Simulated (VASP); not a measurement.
# MgO (Periclase) (Fm-3m) in VASP: notebook

The runs below take MgO (Periclase) through single point, relaxation of cell and atoms, with LDA, PBEsol.

Everything below comes from runs of VASP 6.6.1. Logs are shortened: lines on timing, memory, paths and dates and some standing lists are left out, and cuts for length are marked.

**The experiment to reproduce.**

From “Electronic structure of alkaline earth and post-transition metal oxides”, 2009, arxiv:0908.1581, for a bulk crystal of MgO: band gap 7.83 eV.

How close the calculation comes is told below.

**1. The structure**

Symmetry: Fm-3m, No. 225, cubic system. The conventional cell has a = 4.217 Å, b = 4.217 Å, c = 4.217 Å, α = 90.00°, β = 90.00°, γ = 90.00°. Mg (site symmetry m-3m) has 6 O at 2.11 Å as nearest neighbours. O (site symmetry m-3m) is surrounded by 6 Mg at 2.11 Å.

**2. Single point, LDA**

Input file INCAR:

```
SYSTEM = MgO
  PREC = Accurate
  ENCUT = 520
  EDIFF = 1E-7
  ISMEAR = 0
  SIGMA = 0.03
  LREAL = .False.
  LASPH = .True.
  NELM = 80
  ALGO = Normal
  ISIF = 2
  LWAVE = .False.
  LCHARG = .False.
  GGA = CA
  KPAR = 4
```

Input file KPOINTS:

```
Automatic mesh
0
Gamma
  8 8 8
  0 0 0
```

Input file POSCAR:

```
MgO
1.0
    0.0000000000      2.1085000000      2.1085000000
    2.1085000000      0.0000000000      2.1085000000
    2.1085000000      2.1085000000      0.0000000000
Mg O
1 1
Direct
    0.0000000000      0.0000000000      0.0000000000
    0.5000000000      0.5000000000      0.5000000000
```

Potentials or basis: VASP PAW LDA potentials, release 64 (Mg, O).

The run is started by

```bash
$ cat potpaw_LDA.64/Mg/POTCAR potpaw_LDA.64/O/POTCAR > POTCAR
$ mpirun -np 4 vasp_std > vasp.out
```

OUTCAR:

```text
SYSTEM = MgO
   PREC = Accurate
   ENCUT = 520
   EDIFF = 1E-7
   ISMEAR = 0
   LREAL = .False.
   LASPH = .True.
   NELM = 80
   ISIF = 2
   GGA = CA

 ion  position               nearest neighbor table
   1  0.000  0.000  0.000-   2 2.11   2 2.11   2 2.11   2 2.11   2 2.11   2 2.11
   2  0.500  0.500  0.500-   1 2.11   1 2.11   1 2.11   1 2.11   1 2.11   1 2.11

  LATTYP: Found a face centered cubic cell.
 ALAT       =     4.2170000000

  Lattice vectors:

 A1 = (   0.0000000000,   2.1085000000,   2.1085000000)
 A2 = (   2.1085000000,   0.0000000000,   2.1085000000)
 A3 = (   2.1085000000,   2.1085000000,   0.0000000000)

Analysis of symmetry for initial positions (statically):
=====================================================================
 Subroutine PRICEL returns:
 Original cell was already a primitive cell.

 Routine SETGRP: Setting up the symmetry group for a
 face centered cubic supercell.

 Subroutine GETGRP returns: Found 48 space group operations
 (whereof 48 operations were pure point group operations)
 out of a pool of 48 trial point group operations.

The static configuration has the point symmetry O_h .

Analysis of symmetry for dynamics (positions and initial velocities):
=====================================================================
 Subroutine PRICEL returns:
 Original cell was already a primitive cell.

 Routine SETGRP: Setting up the symmetry group for a
 face centered cubic supercell.

 Subroutine GETGRP returns: Found 48 space group operations
 (whereof 48 operations were pure point group operations)
 out of a pool of 48 trial point group operations.

The dynamic configuration has the point symmetry O_h .

 Subroutine INISYM returns: Found 48 space group operations
 (whereof 48 operations are pure point group operations),
 and found     1 'primitive' translations

----------------------------------------------------------------------------------------

                                     Primitive cell

  volume of cell :      18.7478

  direct lattice vectors                    reciprocal lattice vectors
     0.000000000  2.108500000  2.108500000    -0.237135404  0.237135404  0.237135404
     2.108500000  0.000000000  2.108500000     0.237135404 -0.237135404  0.237135404
     2.108500000  2.108500000  0.000000000     0.237135404  0.237135404 -0.237135404

  length of vectors
     2.981869296  2.981869296  2.981869296     0.410730569  0.410730569  0.410730569

  position of ions in fractional coordinates (direct lattice)
     0.000000000  0.000000000  0.000000000
     0.500000000  0.500000000  0.500000000

  ion indices of the primitive-cell ions
   primitive index   ion index
                 1           1
                 2           2

----------------------------------------------------------------------------------------

 KPOINTS: Automatic mesh

Automatic generation of k-mesh.
 Grid dimensions read from file:
 generate k-points for:    8    8    8

 Generating k-lattice:

  Cartesian coordinates                     Fractional coordinates (reciprocal lattice)
    -0.029641926  0.029641926  0.029641926     0.125000000  0.000000000  0.000000000
     0.029641926 -0.029641926  0.029641926     0.000000000  0.125000000  0.000000000
     0.029641926  0.029641926 -0.029641926     0.000000000  0.000000000  0.125000000

  Length of vectors
     0.051341321  0.051341321  0.051341321

  Shift w.r.t. Gamma in fractional coordinates (k-lattice)
     0.000000000  0.000000000  0.000000000

 Subroutine IBZKPT returns following result:
 ===========================================

 Found     29 irreducible k-points:

 Following reciprocal coordinates:
            Coordinates               Weight
  0.000000  0.000000  0.000000      1.000000
  0.125000  0.000000  0.000000      8.000000
  0.250000  0.000000  0.000000      8.000000
  0.375000  0.000000  0.000000      8.000000
  0.500000  0.000000  0.000000      4.000000
  0.125000  0.125000  0.000000      6.000000
[... 16 lines left out ...]
  0.500000  0.250000  0.125000     48.000000
 -0.375000  0.250000  0.125000     24.000000
 [... further k-points ...]
   k-points           NKPTS =     29   k-points in BZ     NKDIM =     29   number of bands    NBANDS=      8
   number of dos      NEDOS =    301   number of ions     NIONS =      2
   total plane-waves  NPLWV =  13824
   dimension x,y,z NGX =    24 NGY =   24 NGZ =   24
   dimension x,y,z NGXF=    48 NGYF=   48 NGZF=   48
   ions per type =               1   1
   NGX,Y,Z   is equivalent  to a cutoff of  13.38, 13.38, 13.38 a.u.
   NGXF,Y,Z  is equivalent  to a cutoff of  26.76, 26.76, 26.76 a.u.
 SYSTEM =  MgO
   PREC   = accura    normal or accurate (medium, high low for compatibility)
   ISTART =      0    job   : 0-new  1-cont  2-samecut
   ICHARG =      2    charge: 1-file 2-atom 10-const
   ISPIN  =      1    spin polarized calculation?
   LNONCOLLINEAR =      F non collinear calculations
   LSORBIT =      F    spin-orbit coupling
   LASPH  =      T    aspherical Exc in radial PAW
   ENCUT  =  520.0 eV  38.22 Ry    6.18 a.u.   5.54  5.54  5.54*2*pi/ulx,y,z
   NELM   =     80;   NELMIN=  2; NELMDL= -5     # of ELM steps
   EDIFF  = 0.1E-06   stopping-criterion for ELM
   LREAL  =      F    real-space projection
   EDIFFG = 0.1E-05   stopping-criterion for IOM
   NSW    =      0    number of steps for IOM
   IBRION =     -1    ionic relax: 0-MD 1-quasi-New 2-CG
   NFREE  =      0    steps in history (QN), initial steepest desc. (CG)
   ISIF   =      2    stress and relaxation
   ISYM   =      2    0-nonsym 1-usesym 2-fastsym
   POTIM  = 0.5000    time-step for ionic-motion
   TEBEG  =    0.0;   TEEND  =   0.0 temperature during run
   PSTRESS=    0.0 pullay stress
   NELECT =       8.0000    total number of electrons
   NUPDOWN=      -1.0000    fix difference up-down
   EMIN   =  10.00;   EMAX   =-10.00  energy-range for DOS
   EFERMI =   0.00;   METHOD = LEGACY
   ISMEAR =     0;   SIGMA  =   0.03  broadening in eV -4-tet -1-fermi 0-gaus
   EFERMI_NEDOS =   21; number of points for ismear=-14 and -15
   IALGO  =     38    algorithm
   IMIX   =      4    mixing-type and parameters
     AMIX     =   0.40;   BMIX     =  1.00
     AMIX_MAG =   1.60;   BMIX_MAG =  1.00
  volume/ion in A,a.u.               =       9.37        63.26
  Fermi-wavevector in a.u.,A,eV,Ry     =   1.232503  2.329092 20.668107  1.519063
  Thomas-Fermi vector in A             =   2.367270
   LORBIT       =      0    0 simple, 1 ext, 2 COOP (PROOUT), +10 PAW based schemes
   GGA     = CA    functional components
   LHFCALC =     F    Hartree Fock is set to
   AEXX    =    0.0000 exact exchange contribution
   IVDW    =     0    specifies the selected vdW correction
   LEPSILON=     F    determine dielectric tensor
   LRPA    =     F    only Hartree local field effects (RPA)
 non-spin polarized calculation
 Gauss-broadening in eV      SIGMA  =   0.03
  energy-cutoff  :      520.00
  volume of cell :       18.75
 maximum number of plane-waves:       531
 NGX is ok and might be reduce to    24
   NGX = 11   NGY = 11   NGZ = 11

 number of electron       8.0000005 magnetization

 Free energy of the ion-electron system (eV)
  ---------------------------------------------------
  ext. energy  EPLUGINS =         0.00000000
  ---------------------------------------------------
  free energy    TOTEN  =       -13.42160125 eV

  energy without entropy =      -13.42160125  energy(sigma->0) =      -13.42160125

 E-fermi :   3.0168     XC(G=0): -11.5749

 val. band max:        2.8539332578   @ k =   0.0000   0.0000   0.0000
 cond. band min:       7.4761843157   @ k =   0.0000   0.0000   0.0000
 fundamental gap:      4.6222510579
 Fermi energy:         3.0168370208

 k-point     1 :       0.0000    0.0000    0.0000
  band No.  band energies     occupation
      1     -14.1300      2.00000
      2       2.8539      2.00000
      3       2.8539      2.00000
      4       2.8539      2.00000
      5       7.4762      0.00000
      6      18.3601      0.00000
      7      18.3601      0.00000
      8      18.3601      0.00000

 k-point     2 :       0.1250    0.0000    0.0000
  band No.  band energies     occupation
      1     -13.9607      2.00000
      2       1.8891      2.00000
      3       2.7493      2.00000
      4       2.7493      2.00000
      5       8.3834      0.00000
      6      16.7110      0.00000
      7      18.7152      0.00000
      8      18.7152      0.00000

 k-point     3 :       0.2500    0.0000    0.0000
  band No.  band energies     occupation
      1     -13.5192      2.00000
      2       0.1650      2.00000
      3       2.5085      2.00000
      4       2.5085      2.00000
      5       9.8002      0.00000
      6      15.1842      0.00000
      7      19.1873      0.00000
      8      19.1873      0.00000

 k-point     4 :       0.3750    0.0000    0.0000
  band No.  band energies     occupation
      1     -13.0178      2.00000
      2      -1.2673      2.00000
      3       2.2822      2.00000
      4       2.2822      2.00000
      5      10.4803      0.00000
      6      14.9926      0.00000
      7      18.9900      0.00000
      8      18.9900      0.00000

 k-point     5 :       0.5000    0.0000    0.0000
  band No.  band energies     occupation
      1     -12.7870      2.00000
      2      -1.8298      2.00000
      3       2.1922      2.00000
      4       2.1922      2.00000
      5      10.5651      0.00000
      6      15.2146      0.00000
      7      18.8158      0.00000
      8      18.8158      0.00000

 k-point     6 :       0.1250    0.1250    0.0000
  band No.  band energies     occupation
      1     -13.9067      2.00000
      2       1.8107      2.00000
      3       2.6175      2.00000
      4       2.6175      2.00000
      5       8.6779      0.00000
      6      16.2113      0.00000
      7      18.8683      0.00000
      8      18.8683      0.00000

 k-point     7 :       0.2500    0.1250    0.0000
  band No.  band energies     occupation
      1     -13.5618      2.00000
      2       0.5671      2.00000
      3       2.3601      2.00000
      4       2.3657      2.00000
      5       9.9523      0.00000
      6      14.8849      0.00000
      7      18.8878      0.00000
      8      19.3664      0.00000
[... 133 lines left out ...]
 k-point    20 :      -0.3750    0.3750    0.0000
  band No.  band energies     occupation
      1     -12.4988      2.00000
      2      -0.6902      2.00000
      3       0.0992      2.00000
      4       1.6939      2.00000
      5      12.7117      0.00000
      6      14.3237      0.00000
      7      15.1519      0.00000
      8      20.5910      0.00000

 k-point    21 :       0.5000    0.5000    0.0000
  band No.  band energies     occupation
      1     -12.5161      2.00000
      2      -1.2845      2.00000
      3       1.4861      2.00000
      4       1.4861      2.00000
      5      11.7407      0.00000
      6      12.5173      0.00000
      7      15.7108      0.00000
      8      21.4351      0.00000

 k-point    22 :       0.3750    0.2500    0.1250
  band No.  band energies     occupation
      1     -13.2019      2.00000
      2      -0.1945      2.00000
      3       1.6816      2.00000
      4       2.2299      2.00000
      5      11.1874      0.00000
      6      14.1067      0.00000
      7      17.5880      0.00000
      8      20.0414      0.00000

 k-point    23 :       0.5000    0.2500    0.1250
  band No.  band energies     occupation
      1     -12.8060      2.00000
      2      -0.9025      2.00000
      3       1.0985      2.00000
      4       1.9737      2.00000
      5      12.1610      0.00000
      6      14.2805      0.00000
      7      16.4362      0.00000
      8      19.6388      0.00000

 k-point    24 :      -0.3750    0.2500    0.1250
  band No.  band energies     occupation
      1     -12.6291      2.00000
      2      -1.2064      2.00000
      3       0.8896      2.00000
      4       1.8524      2.00000
      5      12.3296      0.00000
      6      14.8173      0.00000
      7      16.0118      0.00000
      8      19.3964      0.00000

 [... further k-points ...]

------------------------ aborting loop because EDIFF is reached ----------------------------------------

  FORCE on cell =-STRESS in cart. coord.  units (eV):
  Direction    XX          YY          ZZ          XY          YZ          ZX
  --------------------------------------------------------------------------------------
  -------------------------------------------------------------------------------------
  Total       -0.9625652     -0.9625652     -0.9625652      0.0000000      0.0000000      0.0000000
  in kB      -82.2602311    -82.2602311    -82.2602311      0.0000000      0.0000000      0.0000000
  external PRESSURE =     -82.2602311 kB  Pullay stress =       0.0000000 kB

 VOLUME and BASIS-vectors are now :
 -----------------------------------------------------------------------------
  energy-cutoff  :      520.00
  volume of cell :       18.75
      direct lattice vectors                 reciprocal lattice vectors
     0.000000000  2.108500000  2.108500000    -0.237135404  0.237135404  0.237135404
     2.108500000  0.000000000  2.108500000     0.237135404 -0.237135404  0.237135404
     2.108500000  2.108500000  0.000000000     0.237135404  0.237135404 -0.237135404

 POSITION                                       TOTAL-FORCE (eV/Angst)
 -----------------------------------------------------------------------------------
      0.00000      0.00000      0.00000        -0.000000     -0.000000      0.000000
      2.10850      2.10850      2.10850         0.000000      0.000000     -0.000000
 -----------------------------------------------------------------------------------
    total drift:                               -0.000000     -0.000000      0.000000

  FREE ENERGIE OF THE ION-ELECTRON SYSTEM (eV)
  ---------------------------------------------------
  free  energy   TOTEN  =       -13.4216012525 eV

  energy  without entropy=      -13.4216012525  energy(sigma->0) =      -13.42160125
```

Wall time 2.6 s (4 MPI ranks of AMD EPYC 7R13 (Zen 3), shared host); peak memory 0.1 GiB.

Results:

```yaml
Free_energy: -13.4216 eV
Pressure: -8.2 GPa
Band_gap_on_the_k_mesh: 4.62 eV, direct
```

Levels at points of the mesh, in eV from the valence-band top:
| k point | band 1 | band 2 | band 3 | band 4 | band 5 | band 6 | band 7 | band 8 |
| --- | --- | --- | --- | --- | --- | --- | --- | --- |
| (0.00, 0.00, 0.00) | -16.98 | 0.00 | 0.00 | 0.00 | 4.62 | 15.51 | 15.51 | 15.51 |
| (0.50, 0.00, 0.00) | -15.64 | -4.68 | -0.66 | -0.66 | 7.71 | 12.36 | 15.96 | 15.96 |
| (0.50, 0.50, 0.00) | -15.37 | -4.14 | -1.37 | -1.37 | 8.89 | 9.66 | 12.86 | 18.58 |

**3. Relaxation of cell and atoms, PBEsol**

Input file INCAR:

```
ALGO = Normal
EDIFF = 1E-6
EDIFFG = -0.01
ENCUT = 600
GGA = PS
IBRION = 2
ISIF = 3
ISMEAR = 0
LASPH = T
LCHARG = F
LREAL = F
LWAVE = F
NELM = 80
NSW = 90
PREC = Accurate
SIGMA = 0.03
```

Input file KPOINTS:

```
k-points
0
Gamma
  12 12 12
```

POSCAR is that of step 2.

Potentials or basis: VASP PAW PBE potentials, release 64 (Mg, O).

The run is started by

```bash
$ cat potpaw_PBE.64/Mg/POTCAR potpaw_PBE.64/O/POTCAR > POTCAR
$ mpirun -np 1 vasp_std > vasp.out
```

It took 8.2 s on 1 thread of Intel Xeon 6975P-C (Granite Rapids), shared host; peak memory 0.15 GiB.

It converged, with:

| Quantity | Value |
| --- | --- |
| Free energy | -12.5157 eV |
| Relaxed volume | 9.31 Å³/atom |
| Relaxed cell | a = 2.975 Å, b = 2.975 Å, c = 2.975 Å, α = 60.00°, β = 60.00°, γ = 60.00° |
| Space group after relaxing (to 0.05 Å) | Fm-3m (No. 225) |
| Energy gained by relaxing | 0.2 meV/atom |
| Ionic steps | 3 |
| Pressure after relaxing | 0.0 GPa |
| Band gap on the k mesh | 4.66 eV, direct |

The path:
```csv
step,energy change (eV),largest force (eV/Å),pressure (GPa),volume (Å³)
1,0.0000,0.0000,-1.04,18.75
2,-0.0003,0.0000,0.38,18.58
3,-0.0004,0.0000,0.00,18.63
```

Final structure:
```cif
data_structure
_symmetry_space_group_name_H-M 'P 1'
_symmetry_Int_Tables_number 1
_cell_length_a 2.9754
_cell_length_b 2.9754
_cell_length_c 2.9754
_cell_angle_alpha 60.000
_cell_angle_beta 60.000
_cell_angle_gamma 60.000
_cell_volume 18.63
loop_
_atom_site_label
_atom_site_type_symbol
_atom_site_fract_x
_atom_site_fract_y
_atom_site_fract_z
_atom_site_occupancy
Mg1 Mg 0.00000 0.00000 0.00000 1
O1 O 0.50000 0.50000 0.50000 1
```

Levels at points of the mesh, in eV from the valence-band top:
| k point | band 1 | band 2 | band 3 | band 4 | band 5 | band 6 | band 7 | band 8 |
| --- | --- | --- | --- | --- | --- | --- | --- | --- |
| (0.00, 0.00, 0.00) | -17.22 | 0.00 | 0.00 | 0.00 | 4.66 | 15.65 | 15.65 | 15.65 |
| (0.50, 0.00, 0.00) | -15.90 | -4.69 | -0.67 | -0.67 | 7.77 | 12.54 | 16.21 | 16.21 |
| (0.50, 0.50, 0.00) | -15.63 | -4.16 | -1.37 | -1.37 | 8.93 | 9.91 | 13.00 | 18.89 |

Caveat: the PAW data sets were made with another functional, which shifts forces and pressure a little. A k mesh can miss the band edges.

**4. Relaxation of cell and atoms, PBEsol**

This run uses another cell than the first one, of 9.31 Å³/atom, 0.994 times its volume.

INCAR: that of step 3 with these lines changed.

```diff
@@ -1,4 +1,4 @@
 ALGO = Normal
-EDIFF = 1E-6
-EDIFFG = -0.01
+EDIFF = 1E-7
+EDIFFG = -0.005
 ENCUT = 600
```

KPOINTS is that of step 3.

Input file POSCAR:

```
MgO                                     
1.0
    0.0000000000      2.1039232588      2.1039232588
    2.1039232588     -0.0000000000      2.1039232588
    2.1039232588      2.1039232588      0.0000000000
  Mg              O             
     1     1
Direct
     0.0000000000000000    0.0000000000000000    0.0000000000000000
     0.5000000000000000    0.5000000000000000    0.5000000000000000
```

The run is started by

```bash
$ cat potpaw_PBE.64/Mg/POTCAR potpaw_PBE.64/O/POTCAR > POTCAR
$ mpirun -np 1 vasp_std > vasp.out
```

Wall time 4.8 s (1 thread of Intel Xeon 6975P-C (Granite Rapids), shared host); peak memory 0.14 GiB.

The run converged. Its results:

- Free energy: -12.5154 eV
- Pressure after relaxing: 0.0 GPa
- Band gap on the k mesh: 4.66 eV, direct

Final structure:
```
Mg O
1.0
     0.00000    2.10392    2.10392
     2.10392    0.00000    2.10392
     2.10392    2.10392    0.00000
Mg O
1 1
Direct
  0.00000 0.00000 0.00000
  0.50000 0.50000 0.50000
```

Levels at points of the mesh, in eV from the valence-band top:
```csv
k point,band 1,band 2,band 3,band 4,band 5,band 6,band 7,band 8
"(0.00, 0.00, 0.00)",-17.22,0.00,0.00,0.00,4.66,15.65,15.65,15.65
"(0.50, 0.00, 0.00)",-15.90,-4.69,-0.67,-0.67,7.77,12.54,16.21,16.21
"(0.50, 0.50, 0.00)",-15.63,-4.16,-1.37,-1.37,8.93,9.91,13.00,18.89
```

Caveat: the relaxation stopped at its first step, so nothing moved; the PAW data sets were made with another functional, which shifts forces and pressure a little. A k mesh can miss the band edges.

**5. Comparison with measurements**

Step 2. Against the measured gap of MgO, 7.83 eV (quoted in “Electronic structure of alkaline earth and post-transition metal oxides”, 2009, arxiv:0908.1581), the calculated 4.62 eV is off by -3.21 eV. The value is that of LDA, without temperature or zero-point motion. Semilocal functionals fall short of measured gaps as a rule.
